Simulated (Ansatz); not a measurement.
A run of Ansatz 0.2.0 is set up as follows.

File input.yaml:

```yaml
crystal:
  lattice:
    - [0.0, 2.4734634191, 2.4734634191]
    - [2.4734634191, 0.0, 2.4734634191]
    - [2.4734634191, 2.4734634191, 0.0]
  atoms:
    - { symbol: Mn, position: [0.0, 0.0, 0.0], spin: 4.0 }
    - { symbol: S, position: [0.75, 0.75, 0.75] }
hamiltonian:
  xc: revpbe
  pseudopotentials: { kind: paw }
  dispersion: d3bj
magnetization:
  spin_polarized: true
kpoints:
  mp_grid: { grid: [9, 9, 9] }
scf:
  occupations: { method: fermi_dirac, width: 0.05 }
output:
  forces: true
  stress: true
relax:
  f_tol: 0.01
  max_steps: 40
  cell: { stress_tol: 0.05 }
```

Potentials or basis: Ansatz PAW.

Launch:

```bash
$ ansatz run input.yaml --threads 2 --pin off --max-ram 5632MiB --backend cpu --events-out ev --progress --plain --runs-dir out
```

Problem. Estimate the relaxed volume.

Solution. 14.60 Å³/atom.

Problem. Estimate the net moment.

Solution. 0.18 μB per cell.

The path:
```csv
step,energy change (eV),largest force (eV/Å),volume (Å³)
1,0.0000,0.0000,30.27
2,-0.0154,0.0000,29.58
3,-0.0179,0.0000,29.17
4,-0.0179,0.0000,29.19
5,-0.0177,0.0000,29.19
```

Caveat: the plane-wave basis is chosen anew once the cell has moved, so the energies of steps on either side of that aren't comparable; the moment fell far below its start of 4 μB, so a state of higher moment may lie lower in energy; the PAW data sets come from PBE, with cores solved anew for the run's functional, which leaves a small shift of forces and pressure; the starting moments weren't kept.
